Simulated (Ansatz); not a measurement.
## What biaxial strain −1.75 %, plane normal [110], relaxed out of plane does to CsBr

Take CsBr in the CsCl type structure (space group Pm-3m, No. 221; a = 4.242 Å) as the base. Axes: x, y, z lie along the cube axes.

Perturbation: compressive biaxial strain of 1.75 % in the plane normal to [110], as in epitaxy on a mismatched substrate; the out-of-plane cell vector and the atoms relax.

The values are results of plane-wave PAW DFT at the PBEsol level (Ansatz, a first-principles code, 420 eV), scalar-relativistic without spin-orbit coupling, not measurements. Γ-centred 8×8×8 mesh, Fermi–Dirac width 0.05 eV.

The space group goes from Pm-3m (No. 221) to Cmmm (No. 65) and the shortest interatomic distance drops by 0.0643 Å to 3.609 Å. The energy increases by 2.5 meV/atom and the pressure (mean of the normal stresses, compression positive) goes from zero to 0.42 GPa. The band gap grows by 0.04 eV (4.45 eV → 4.49 eV) and the gap character is still direct at Γ. The valence-band top at Γ (three highest levels, from the VBM) goes from 0.00, 0.00, 0.00 eV to 0.00, -0.04, -0.07 eV and the valley order (the lowest conduction-band minima on the path, energy above the VBM, named in the base's zone) goes from Γ 4.45 eV; M along ⟨110⟩ 5.16 eV to Γ 4.49 eV; M along [110] 5.10 eV; M along [101] 5.13 eV. The out-of-plane strain comes out as +1.22 % and the ratio −ε⊥/ε∥ is 0.69. The mean in-plane stress (compression positive) is +0.6 GPa.

Final structure (turned so that z lies along the plane normal):

```
CsBr
1.0
    4.16780     0.00000     0.00000
    0.00000     5.89416     0.00000
    0.00000     2.94708     3.03602
Cs Br
1 1
Direct
  0.00000   0.00000   0.00000
  0.50000   0.50000   0.00000
```

Cost of the whole job for the changed cell (relaxation, final SCF and bands): roughly 30 core-seconds.

Whether these cells are dynamically stable was not tested. Labels are those of the standard path for the cell's own space group.
